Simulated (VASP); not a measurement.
# Sb (R-3m) in VASP: notebook

The runs below take Sb through relaxation of cell and atoms, with r2SCAN+rVV10.

Program: VASP 6.6.1. These are calculated values, not measurements. Logs are shortened: lines on timing, memory, paths and dates and some standing lists are left out, and cuts for length are marked.

## (1) The crystal as given

It takes space group R-3m (No. 166, trigonal). Conventional cell: a = 4.308 Å, b = 4.308 Å, c = 11.274 Å, α = 90.00°, β = 90.00°, γ = 120.00°. Sb (site symmetry 3m) is surrounded by 3 Sb at 2.91 Å.

## (2) Relaxation of cell and atoms, r2SCAN+rVV10

Contents of INCAR:

```
ALGO = Normal ; BPARAM = 11.95
CPARAM = 0.0093 ; EDIFF = 1E-7
EDIFFG = -0.002 ; ENCUT = 520
IBRION = 2 ; ISIF = 3
ISMEAR = 0 ; IVDW_NL = 2
LASPH = T ; LCHARG = F
LMIXTAU = T ; LREAL = F
LUSE_VDW = T ; LWAVE = F
METAGGA = R2SCAN ; NELM = 60
NSW = 80 ; PREC = Accurate
SIGMA = 0.02
```

Contents of KPOINTS:

```
k-points
0
Gamma
  9 9 9
```

Contents of POSCAR:

```
Sb
1.0
    2.1542000000      1.2437279500      3.7580000000
   -2.1542000000      1.2437279500      3.7580000000
    0.0000000000     -2.4874559000      3.7580000000
Sb
2
Direct
    0.2334900000      0.2334900000      0.2334900000
    0.7665100000      0.7665100000      0.7665100000
```

Potentials or basis: VASP PAW PBE potentials, release 64 (Sb).

Run with:

```console
$ cat potpaw_PBE.64/Sb/POTCAR > POTCAR
$ mpirun -np 1 vasp_std > vasp.out
```

OUTCAR:

```text
BPARAM = 11.95
   EDIFF = 1E-7
   EDIFFG = -0.002
   ENCUT = 520
   IBRION = 2
   ISIF = 3
   ISMEAR = 0
   IVDW_NL = 2
   LASPH = T
   LREAL = F
   METAGGA = R2SCAN
   NELM = 60
   NSW = 80
   PREC = Accurate

 ion  position               nearest neighbor table
   1  0.233  0.233  0.233-   2 2.91   2 2.91   2 2.91   2 3.35   2 3.35   2 3.35
   2  0.767  0.767  0.767-   1 2.91   1 2.91   1 2.91   1 3.35   1 3.35   1 3.35

  LATTYP: Found a trigonal (rhomboedric) cell.
 ALAT       =     4.5066618304
 COS(alpha) =     0.5430253623

  Lattice vectors:

 A1 = (   2.1542000000,   1.2437279500,   3.7580000000)
 A2 = (  -2.1542000000,   1.2437279500,   3.7580000000)
 A3 = (   0.0000000000,  -2.4874559000,   3.7580000000)

Analysis of symmetry for initial positions (statically):
=====================================================================
 Subroutine PRICEL returns:
 Original cell was already a primitive cell.

 Routine SETGRP: Setting up the symmetry group for a
 trigonal (rhombohedral) supercell.

 Subroutine GETGRP returns: Found 12 space group operations
 (whereof 12 operations were pure point group operations)
 out of a pool of 12 trial point group operations.

The static configuration has the point symmetry D_3d.

Analysis of symmetry for dynamics (positions and initial velocities):
=====================================================================
 Subroutine PRICEL returns:
 Original cell was already a primitive cell.

 Routine SETGRP: Setting up the symmetry group for a
 trigonal (rhombohedral) supercell.

 Subroutine GETGRP returns: Found 12 space group operations
 (whereof 12 operations were pure point group operations)
 out of a pool of 12 trial point group operations.

The dynamic configuration has the point symmetry D_3d.

 Subroutine INISYM returns: Found 12 space group operations
 (whereof 12 operations are pure point group operations),
 and found     1 'primitive' translations

----------------------------------------------------------------------------------------

                                     Primitive cell

  volume of cell :      60.4115

  direct lattice vectors                    reciprocal lattice vectors
     2.154200000  1.243727950  3.758000000     0.232104726  0.134005726  0.088699663
    -2.154200000  1.243727950  3.758000000    -0.232104726  0.134005726  0.088699663
     0.000000000 -2.487455900  3.758000000     0.000000000 -0.268011452  0.088699663

  length of vectors
     4.506661830  4.506661830  4.506661830     0.282307932  0.282307932  0.282307932

  position of ions in fractional coordinates (direct lattice)
     0.233490000  0.233490000  0.233490000
     0.766510000  0.766510000  0.766510000

[... 83 lines left out ...]
   ISYM   =      2    0-nonsym 1-usesym 2-fastsym
   POTIM  = 0.5000    time-step for ionic-motion
   TEBEG  =    0.0;   TEEND  =   0.0 temperature during run
   PSTRESS=    0.0 pullay stress
   NELECT =      10.0000    total number of electrons
   NUPDOWN=      -1.0000    fix difference up-down
   EMIN   =  10.00;   EMAX   =-10.00  energy-range for DOS
   EFERMI =   0.00;   METHOD = LEGACY
   ISMEAR =     0;   SIGMA  =   0.02  broadening in eV -4-tet -1-fermi 0-gaus
   EFERMI_NEDOS =   21; number of points for ismear=-14 and -15
   IALGO  =     38    algorithm
   IMIX   =      4    mixing-type and parameters
     AMIX     =   0.40;   BMIX     =  1.00
     AMIX_MAG =   1.60;   BMIX_MAG =  1.00
  volume/ion in A,a.u.               =      30.21       203.84
  Fermi-wavevector in a.u.,A,eV,Ry     =   0.898880  1.698637 10.993305  0.807985
  Thomas-Fermi vector in A             =   2.021644
   LORBIT       =      0    0 simple, 1 ext, 2 COOP (PROOUT), +10 PAW based schemes
   METAGGA = R2SCAN    functional components
   LHFCALC =     F    Hartree Fock is set to
   AEXX    =    0.0000 exact exchange contribution
   IVDW_NL    =     2    kernel type
   BPARAM     =11.9500
   IVDW    =     0    specifies the selected vdW correction
   LEPSILON=     F    determine dielectric tensor
   LRPA    =     F    only Hartree local field effects (RPA)
 conjugate gradient relaxation of ions
 non-spin polarized calculation
 Gauss-broadening in eV      SIGMA  =   0.02
  energy-cutoff  :      520.00
  volume of cell :       60.41
 maximum number of plane-waves:      1643
 NGX is ok and might be reduce to    36
   NGX = 17   NGY = 17   NGZ = 17

--------------------------------------- Ionic step        1  -------------------------------------------

 number of electron      10.0000000 magnetization

 Free energy of the ion-electron system (eV)
  ---------------------------------------------------
  ext. energy  EPLUGINS =         0.00000000
  ---------------------------------------------------
  free energy    TOTEN  =       -51.08616914 eV

  energy without entropy =      -51.08612731  energy(sigma->0) =      -51.08614822

 E-fermi :   7.2930     XC(G=0): -10.0321

 val. band max:        7.2685347415   @ k =   0.3333   0.2222   0.2222
 cond. band min:       7.3173747430   @ k =   0.4444   0.0000   0.0000
 fundamental gap:      0.0488400014
 Fermi energy:         7.2929547421

 k-point     1 :       0.0000    0.0000    0.0000
  band No.  band energies     occupation
      1      -6.1100      2.00000
      2       2.4645      2.00000
      3       4.9606      2.00000
      4       5.2265      2.00000
      5       5.2265      2.00000
      6       9.3802      0.00000
      7      10.0329      0.00000
      8      10.0329      0.00000
      9      12.6242      0.00000
[... 377 lines left out ...]
  FREE ENERGIE OF THE ION-ELECTRON SYSTEM (eV)
  ---------------------------------------------------
  free  energy   TOTEN  =       -51.0907547245 eV

  energy  without entropy=      -51.0907539411  energy(sigma->0) =      -51.09075433

[... ionic steps 4 to 10 ...]

--------------------------------------- Ionic step       11  -------------------------------------------

 number of electron      10.0000000 magnetization

------------------------ aborting loop because EDIFF is reached ----------------------------------------
[... 67 lines left out ...]
--------------------------------------- Ionic step       13  -------------------------------------------

 number of electron      10.0000000 magnetization

 Free energy of the ion-electron system (eV)
  ---------------------------------------------------
  ext. energy  EPLUGINS =         0.00000000
  ---------------------------------------------------
  free energy    TOTEN  =       -51.09099158 eV

  energy without entropy =      -51.09099134  energy(sigma->0) =      -51.09099146

 E-fermi :   6.9877     XC(G=0):  -9.9322

 val. band max:        6.9361800133   @ k =   0.3333   0.2222   0.2222
 cond. band min:       7.0392395564   @ k =   0.4444   0.0000   0.0000
 fundamental gap:      0.1030595432
 Fermi energy:         6.9877097426

 k-point     1 :       0.0000    0.0000    0.0000
  band No.  band energies     occupation
      1      -6.2148      2.00000
      2       2.0643      2.00000
      3       4.7486      2.00000
      4       4.9894      2.00000
      5       4.9894      2.00000
      6       9.0617      0.00000
      7       9.7096      0.00000
      8       9.7096      0.00000
      9      12.3770      0.00000
[... 305 lines left out ...]
  FREE ENERGIE OF THE ION-ELECTRON SYSTEM (eV)
  ---------------------------------------------------
  free  energy   TOTEN  =       -51.0909915827 eV

  energy  without entropy=      -51.0909913395  energy(sigma->0) =      -51.09099146

 reached required accuracy - stopping structural energy minimisation
```

It took 16 min on 1 thread of Intel Xeon 6975P-C (Granite Rapids), shared host; peak memory 0.41 GiB.

What came out:

```
Free energy                            : -51.0910 eV
Relaxed volume                         : 30.88 Å³/atom
Relaxed cell                           : a = 4.541 Å, b = 4.541 Å, c = 4.541 Å, α = 57.08°, β = 57.08°, γ = 57.08°
Space group after relaxing (to 0.05 Å) : R-3m (No. 166)
Energy gained by relaxing              : 2.4 meV/atom
Ionic steps                            : 13
Pressure after relaxing                : 0.0 GPa
Band gap on the k mesh                 : 0.10 eV, indirect (least direct gap 0.56 eV)
```

The path:
```tsv
step	energy change (eV)	largest force (eV/Å)	pressure (GPa)	volume (Å³)
1	0.0000	0.0818	1.25	60.41
2	-0.0016	0.1318	-0.89	62.50
3	-0.0046	0.0392	0.03	61.55
4	-0.0046	0.0416	0.01	61.58
5	-0.0047	0.0266	0.00	61.63
6	-0.0048	0.0066	-0.01	61.70
7	-0.0048	0.0033	-0.01	61.72
8	-0.0048	0.0001	0.02	61.71
9	-0.0048	0.0025	0.03	61.71
10	-0.0048	0.0064	0.07	61.70
11	-0.0048	0.0039	0.04	61.70
12	-0.0048	0.0023	-0.01	61.77
13	-0.0048	0.0007	0.00	61.76
```

Final structure:
```
Sb
1.0
     2.16950    1.25256    3.78765
    -2.16950    1.25256    3.78765
     0.00000   -2.50512    3.78765
Sb
2
Direct
  0.23320 0.23320 0.23320
  0.76680 0.76680 0.76680
```

Levels at points of the mesh, in eV from the valence-band top:
| k point | band 2 | band 3 | band 4 | band 5 | band 6 | band 7 | band 8 | band 9 |
| --- | --- | --- | --- | --- | --- | --- | --- | --- |
| (0.00, 0.00, 0.00) | -4.87 | -2.19 | -1.95 | -1.95 | 2.13 | 2.77 | 2.77 | 5.44 |

Caveat: the PAW data sets were made with another functional, which shifts forces and pressure a little; spin-orbit coupling is left out, which moves the levels of the heavy elements; an odd mesh through Γ misses points on the zone boundary, where band edges often lie. Zero-point motion and thermal expansion aren't in these numbers.

## (3) Relaxation of cell and atoms, r2SCAN+rVV10

This run uses another cell than the first one, of 30.88 Å³/atom, 1.022 times its volume.

INCAR is that of step 2.

KPOINTS is that of step 2.

Contents of POSCAR:

```
Sb                                      
1.0
    2.1695016187      1.2525623437      3.7876503181
   -2.1695016187      1.2525623437      3.7876503181
   -0.0000000000     -2.5051246874      3.7876503181
  Sb            
     2
Direct
     0.2331975544132803    0.2331975544132803    0.2331975544132803
     0.7668024455867198    0.7668024455867198    0.7668024455867198
```

Potentials or basis: VASP PAW PBE potentials, release 64 (Sb).

Run with:

```console
$ cat potpaw_PBE.64/Sb/POTCAR > POTCAR
$ mpirun -np 1 vasp_std > vasp.out
```

OUTCAR:

```text
BPARAM = 11.95
   EDIFF = 1E-7
   EDIFFG = -0.002
   ENCUT = 520
   IBRION = 2
   ISIF = 3
   ISMEAR = 0
   IVDW_NL = 2
   LASPH = T
   LREAL = F
   METAGGA = R2SCAN
   NELM = 60
   NSW = 80
   PREC = Accurate

 ion  position               nearest neighbor table
   1  0.233  0.233  0.233-   2 2.93   2 2.93   2 2.93   2 3.38   2 3.38   2 3.38
   2  0.767  0.767  0.767-   1 2.93   1 2.93   1 2.93   1 3.38   1 3.38   1 3.38

  LATTYP: Found a trigonal (rhomboedric) cell.
 ALAT       =     4.5411391336
 COS(alpha) =     0.5435214905

  Lattice vectors:

 A1 = (   2.1695016187,   1.2525623437,   3.7876503181)
 A2 = (  -2.1695016187,   1.2525623437,   3.7876503181)
 A3 = (   0.0000000000,  -2.5051246874,   3.7876503181)

Analysis of symmetry for initial positions (statically):
=====================================================================
 Subroutine PRICEL returns:
 Original cell was already a primitive cell.

 Routine SETGRP: Setting up the symmetry group for a
 trigonal (rhombohedral) supercell.

 Subroutine GETGRP returns: Found 12 space group operations
 (whereof 12 operations were pure point group operations)
 out of a pool of 12 trial point group operations.

The static configuration has the point symmetry D_3d.

Analysis of symmetry for dynamics (positions and initial velocities):
=====================================================================
 Subroutine PRICEL returns:
 Original cell was already a primitive cell.

 Routine SETGRP: Setting up the symmetry group for a
 trigonal (rhombohedral) supercell.

 Subroutine GETGRP returns: Found 12 space group operations
 (whereof 12 operations were pure point group operations)
 out of a pool of 12 trial point group operations.

The dynamic configuration has the point symmetry D_3d.

 Subroutine INISYM returns: Found 12 space group operations
 (whereof 12 operations are pure point group operations),
 and found     1 'primitive' translations

[... 120 lines left out ...]
   LHFCALC =     F    Hartree Fock is set to
   AEXX    =    0.0000 exact exchange contribution
   IVDW_NL    =     2    kernel type
   BPARAM     =11.9500
   IVDW    =     0    specifies the selected vdW correction
   LEPSILON=     F    determine dielectric tensor
   LRPA    =     F    only Hartree local field effects (RPA)
 conjugate gradient relaxation of ions
 non-spin polarized calculation
 Gauss-broadening in eV      SIGMA  =   0.02
  energy-cutoff  :      520.00
  volume of cell :       61.76
 maximum number of plane-waves:      1675
 NGX is ok and might be reduce to    36
   NGX = 17   NGY = 17   NGZ = 17

 number of electron      10.0000000 magnetization

 Free energy of the ion-electron system (eV)
  ---------------------------------------------------
  ext. energy  EPLUGINS =         0.00000000
  ---------------------------------------------------
  free energy    TOTEN  =       -51.09104389 eV

  energy without entropy =      -51.09104365  energy(sigma->0) =      -51.09104377

 E-fermi :   6.9877     XC(G=0):  -9.9322

 val. band max:        6.9361975244   @ k =   0.3333   0.2222   0.2222
 cond. band min:       7.0392620426   @ k =   0.4444   0.0000  -0.0000
 fundamental gap:      0.1030645182
 Fermi energy:         6.9877297633

 k-point     1 :       0.0000    0.0000    0.0000
  band No.  band energies     occupation
      1      -6.2148      2.00000
      2       2.0642      2.00000
      3       4.7486      2.00000
      4       4.9894      2.00000
      5       4.9894      2.00000
      6       9.0618      0.00000
      7       9.7096      0.00000
      8       9.7096      0.00000
      9      12.3770      0.00000
[... 265 lines left out ...]
 k-point    24 :       0.4444    0.4444   -0.0000
  band No.  band energies     occupation
      1      -3.9342      2.00000
      2      -1.2221      2.00000
      3       1.5488      2.00000
      4       3.1124      2.00000
      5       3.1535      2.00000
      6       8.7188      0.00000
      7      11.9412      0.00000
      8      12.6286      0.00000
      9      13.6300      0.00000

 [... further k-points ...]

------------------------ aborting loop because EDIFF is reached ----------------------------------------

  FORCE on cell =-STRESS in cart. coord.  units (eV):
  Direction    XX          YY          ZZ          XY          YZ          ZX
  --------------------------------------------------------------------------------------
  -------------------------------------------------------------------------------------
  Total        0.0025496      0.0025496      0.0030705      0.0000000      0.0000000      0.0000000
  in kB        0.0661456      0.0661456      0.0796609      0.0000000      0.0000000      0.0000000
  external PRESSURE =       0.0706507 kB  Pullay stress =       0.0000000 kB

 VOLUME and BASIS-vectors are now :
 -----------------------------------------------------------------------------
  energy-cutoff  :      520.00
  volume of cell :       61.76
      direct lattice vectors                 reciprocal lattice vectors
     2.169501619  1.252562344  3.787650318     0.230467678  0.133060576  0.088005308
    -2.169501619  1.252562344  3.787650318    -0.230467678  0.133060576  0.088005308
     0.000000000 -2.505124687  3.787650318     0.000000000 -0.266121152  0.088005308

 POSITION                                       TOTAL-FORCE (eV/Angst)
 -----------------------------------------------------------------------------------
      0.00000      0.00000      2.64981         0.000000      0.000000     -0.001058
      0.00000      0.00000      8.71314         0.000000     -0.000000      0.001058
 -----------------------------------------------------------------------------------
    total drift:                                0.000000     -0.000000     -0.000000

  FREE ENERGIE OF THE ION-ELECTRON SYSTEM (eV)
  ---------------------------------------------------
  free  energy   TOTEN  =       -51.0910438919 eV

  energy  without entropy=      -51.0910436489  energy(sigma->0) =      -51.09104377

 reached required accuracy - stopping structural energy minimisation
```

OSZICAR:

```text
N       E                     dE             d eps       ncg     rms          rms(c)
DAV:   1    -0.465781615226E+01   -0.46578E+01   -0.37688E+03  1530   0.901E+02
DAV:   2    -0.506596941559E+02   -0.46002E+02   -0.44980E+02  2133   0.126E+02
DAV:   3    -0.523258330013E+02   -0.16661E+01   -0.16588E+01  1848   0.296E+01
DAV:   4    -0.523392518806E+02   -0.13419E-01   -0.13416E-01  1856   0.307E+00
DAV:   5    -0.523393473203E+02   -0.95440E-04   -0.95438E-04  1772   0.274E-01    0.257E+00
DAV:   6    -0.510556418046E+02    0.12837E+01   -0.22918E-01  1546   0.400E+00    0.188E+00
DAV:   7    -0.511114125674E+02   -0.55771E-01   -0.54640E-02  1537   0.314E+00    0.778E-01
DAV:   8    -0.510691112601E+02    0.42301E-01   -0.70170E-02  1545   0.290E+00    0.214E-01
DAV:   9    -0.510874221215E+02   -0.18311E-01   -0.61510E-03  1554   0.787E-01    0.105E-01
DAV:  10    -0.510875887565E+02   -0.16664E-03   -0.16243E-04  1705   0.119E-01    0.678E-02
DAV:  11    -0.510905719117E+02   -0.29832E-02   -0.44367E-03  1572   0.678E-01    0.128E-02
DAV:  12    -0.510909847345E+02   -0.41282E-03   -0.19208E-04  1595   0.139E-01    0.175E-02
DAV:  13    -0.510909888862E+02   -0.41517E-05   -0.19535E-06  1918   0.136E-02    0.173E-02
DAV:  14    -0.510909799049E+02    0.89813E-05   -0.57568E-07  1604   0.731E-03    0.196E-02
DAV:  15    -0.510910437493E+02   -0.63844E-04   -0.88838E-05  1576   0.862E-02    0.155E-03
DAV:  16    -0.510910439149E+02   -0.16560E-06   -0.19093E-06  1651   0.109E-02    0.221E-03
DAV:  17    -0.510910438919E+02    0.23017E-07   -0.63059E-08   870   0.293E-03
   1 F= -.51091044E+02 E0= -.51091044E+02  d E =-.510910E+02
```

Run time: 2.4 min. Hardware: 1 thread of Intel Xeon 6975P-C (Granite Rapids), shared host; peak memory 0.4 GiB.

Results:

```
Free energy             : -51.0910 eV
Pressure after relaxing : 0.0 GPa
Band gap on the k mesh  : 0.10 eV, indirect (least direct gap 0.56 eV)
```

Final structure:
```
Sb
1.0
     2.16950    1.25256    3.78765
    -2.16950    1.25256    3.78765
     0.00000   -2.50512    3.78765
Sb
2
Cartesian
  0.0000 0.0000 2.6498
  0.0000 0.0000 8.7131
```

Levels at points of the mesh, in eV from the valence-band top:
| k point | band 3 | band 4 | band 5 | band 6 | band 7 | band 8 |
| --- | --- | --- | --- | --- | --- | --- |
| (0.00, 0.00, 0.00) | -2.19 | -1.95 | -1.95 | 2.13 | 2.77 | 2.77 |

Caveat: the relaxation stopped at its first step, so nothing moved; the PAW data sets were made with another functional, which shifts forces and pressure a little; spin-orbit coupling is left out, which moves the levels of the heavy elements; an odd mesh through Γ misses points on the zone boundary, where band edges often lie.
